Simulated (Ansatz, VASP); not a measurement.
# One calculation of PbO2, two programs

```
Pb O
1.0
     0.00000    2.75499    2.75499
     2.75499    0.00000    2.75499
     2.75499    2.75499    0.00000
Pb O
1 2
Cartesian
  0.0000 0.0000 0.0000
  4.1325 4.1325 4.1325
  1.3775 1.3775 1.3775
```

The cell comes from a database or a generator and needn't be the stable form of this composition.

Alike in both runs: task single point; functional r2SCAN; k mesh 9 × 9 × 9; occupations fermi-dirac, width 0.05 eV; no spin polarisation.

```csv
,VASP,Ansatz
version,VASP 6.6.1,Ansatz 0.2.0
potentials or method,"VASP PAW PBE potentials, release 64 (Pb_d, O)",Ansatz PAW
plane-wave cutoff (eV),520,500
valence electrons in the cell,26,26
```

```tsv
	VASP	Ansatz	Ansatz less VASP
gap on the k mesh at the Fermi level (eV)	none	none	-
pressure (GPa)	-12.3	-13.0	-0.71
```

A gap of «none» marks a metal or a gap that the smearing closes. With one functional, cell and mesh, what is left measures potentials, basis and numerics.

Caveats: the PAW data sets were made with another functional, which shifts forces and pressure a little (VASP); the PAW data sets come from PBE, with cores solved anew for the run's functional, which leaves a small shift of forces and pressure (Ansatz). The runs have no spin-orbit coupling, so splittings on Pb are missing.
